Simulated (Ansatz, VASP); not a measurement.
## Ag in VASP and in Ansatz

```
Ag
1.0
     0.00000    2.07388    2.07388
     2.07388    0.00000    2.07388
     2.07388    2.07388    0.00000
Ag
1
Direct
  0.00000 0.00000 0.00000
```

Alike in both runs: functional PBE; k mesh 34 × 34 × 34; occupations gaussian, width 0.1 eV; no spin polarisation.

Ansatz relaxed the structure, and its values are those at the end. VASP's run is a single point on that final structure, the one shown.

```csv
,VASP,Ansatz
version,VASP 6.6.1,Ansatz 0.2.0
potentials or method,"VASP PAW PBE potentials, release 64 (Ag)","scalar-relativistic, plane waves, PAW"
plane-wave cutoff (eV),520,420
valence electrons in the cell,11,19
```

|  | VASP | Ansatz | Ansatz less VASP |
| --- | --- | --- | --- |
| gap on the k mesh at the Fermi level (eV) | none | none | - |
| pressure (GPa) | -0.1 | 0.0 | +0.05 |

A gap of «none» marks a metal or a gap that the smearing closes. The two sets of potentials don't hold the same shells in valence.
